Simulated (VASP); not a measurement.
A run of VASP 6.6.1 is set up as follows.

The input INCAR:

```
ALGO = Normal
EDIFF = 1E-6
ENCUT = 520
GGA = PE
ISIF = 2
ISMEAR = -1
IVDW = 13
LASPH = True
LCHARG = True
LELF = True
LREAL = False
LVHAR = True
LWAVE = False
NBANDS = 16
NELM = 80
PREC = Accurate
SIGMA = 0.05
```

The input KPOINTS:

```
k-points
0
Gamma
  16 16 4
```

Contents of POSCAR:

```
C
1.0
    2.4610000000      0.0000000000      0.0000000000
   -1.2305000000      2.1312885187      0.0000000000
    0.0000000000      0.0000000000      6.7080000000
C
4
Direct
    0.0000000000      0.0000000000      0.2500000000
    0.3333333333      0.6666666667      0.2500000000
    0.5000000000      0.0000000000      0.7500000000
    0.8333333333      0.6666666667      0.7500000000
```

Potentials or basis: VASP PAW PBE potentials, release 64 (C).

Launch:

```sh
$ cat potpaw_PBE.64/C/POTCAR > POTCAR
$ mpirun -np 1 vasp_std > vasp.out
```

What does it give for the dispersion energy per atom?

-0.176 eV.

What does it give for the pressure?

0.1 GPa.

Predict the band gap on the k mesh.

0.21 eV.

What does it give for the largest force?

0.012 eV/Å.

Stress tensor (GPa, compression positive):
```
 0.45  0.00  0.00
 0.00 -0.28  0.00
 0.00  0.00  0.07
```

A k mesh can miss the band edges.
